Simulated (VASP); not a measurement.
Runs of VASP 6.6.1 on Pd. The structure is cubic, space group Fm-3m (No. 225). Conventional cell: a = 3.893 Å, b = 3.893 Å, c = 3.893 Å, α = 90.00°, β = 90.00°, γ = 90.00°. Pd (site symmetry m-3m) has 12 Pd at 2.75 Å as nearest neighbours. 

| task | potentials or basis | cell | cutoff (eV) | smearing | gap on the mesh (eV) | pressure (GPa) | relaxed volume (Å³/atom) |
| --- | --- | --- | --- | --- | --- | --- | --- |
| relaxation of cell and atoms | VASP PAW PBE potentials, release 64 (Pd) | relaxed | 600 | fermi-dirac 0.05 eV | none | -0.1 | (b) |
| relaxation of cell and atoms | VASP PAW PBE potentials, release 64 (Pd_GW) | relaxed | 630 | fermi-dirac 0.05 eV | none | 0.0 | 15.22 |
| band structure | VASP PAW PBE potentials, release 64 (Pd) | as given | 500 | fermi-dirac 0.05 eV | - | 6.6 | - |
| relaxation of cell and atoms | VASP PAW PBE potentials, release 64 (Pd_sv_GW) | relaxed | 680 | fermi-dirac 0.05 eV | none | -0.1 | 15.31 |
| band structure | VASP PAW PBE potentials, release 64 (Pd_sv_GW) | as given | 600 | fermi-dirac 0.05 eV | - | 5.8 | - |
| single point | VASP PAW PBE potentials, release 64 (Pd) | as given | 520 | gaussian 0.027 eV | none | (a) | - |

Alike in all rows: level PBE; no spin polarisation; k mesh 12 × 12 × 12.

Task: Estimate the missing entries.

Result: (a) 6.5; (b) 15.29.

A k mesh can miss the band edges, and the runs leave out spin-orbit coupling on Pd.

A gap of «none» marks a metal or a gap under the smearing width.

The runs don't all hold the same shells in valence.
